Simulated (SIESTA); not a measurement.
Crystal: Cu.

```
Cu
1.0
    -0.00740    1.84035    1.76438
     1.79224   -0.00540    1.76238
     1.80513    1.85124   -0.01828
Cu
1
Direct
  0.02399 0.92122 0.00660
```

The cell isn't the ideal one: cell strained at random at fixed volume.

| Property | Result |
| --- | --- |
| Program | SIESTA 5.4.2 |
| Task | relaxation of cell and atoms |
| Functional | vdW-DF |
| Potentials or basis | PseudoDojo 0.4 standard (PBE files) |
| Basis | TZP (energy shift 0.002 Ry) |
| Grid cutoff | 800 Ry |
| Energy shift | 0.002 Ry |
| k mesh | 13 × 13 × 13 |
| Occupations | fermi-dirac, width 0.05 eV |
| Spin | no spin polarisation |

At the start: pressure 8.7 GPa; volume 11.81 Å³/atom.

Question: Where does the relaxation end?

Answer: Over 21 steps the energy falls by 24.1 meV/atom and the volume is 12.65 Å³/atom (+7.1 %); space group Fm-3m (No. 225, to 0.05 Å).

The path:
```csv
step,energy change (eV),largest force (eV/Å),pressure (GPa),volume (Å³)
1,0.0000,0.0010,8.70,11.81
2,-0.0010,0.0013,8.47,11.83
3,-0.0227,0.0024,0.86,12.55
4,-0.0230,0.0027,0.34,12.62
5,-0.0229,0.0027,0.60,12.59
6,-0.0234,0.0017,1.06,12.53
7,-0.0240,0.0018,-0.45,12.70
8,-0.0240,0.0015,0.33,12.61
9,-0.0233,0.0015,1.54,12.49
10,-0.0239,0.0019,0.60,12.58
11,-0.0241,0.0025,0.33,12.61
12,-0.0241,0.0025,0.19,12.63
13,-0.0241,0.0024,-0.10,12.66
14,-0.0241,0.0025,0.10,12.64
15,-0.0241,0.0023,0.23,12.62
16,-0.0241,0.0026,0.24,12.62
17,-0.0241,0.0027,0.08,12.64
18,-0.0241,0.0026,0.04,12.64
19,-0.0241,0.0027,0.04,12.64
20,-0.0241,0.0020,-0.03,12.65
21,-0.0241,0.0026,0.01,12.65
```

Final structure:
```
Cu
1.0
    -0.00138    1.84986    1.84594
     1.85189   -0.00019    1.84476
     1.85192    1.84872   -0.00017
Cu
1
Direct
  0.03043 0.92088 0.01344
```

Caveat: semicore shells carry a single zeta, which can move pressures by several GPa and volumes by a few percent; the potentials were made for another functional, which shifts forces and pressure; the basis of atomic orbitals isn't converged, which shifts pressures, moduli and gaps.
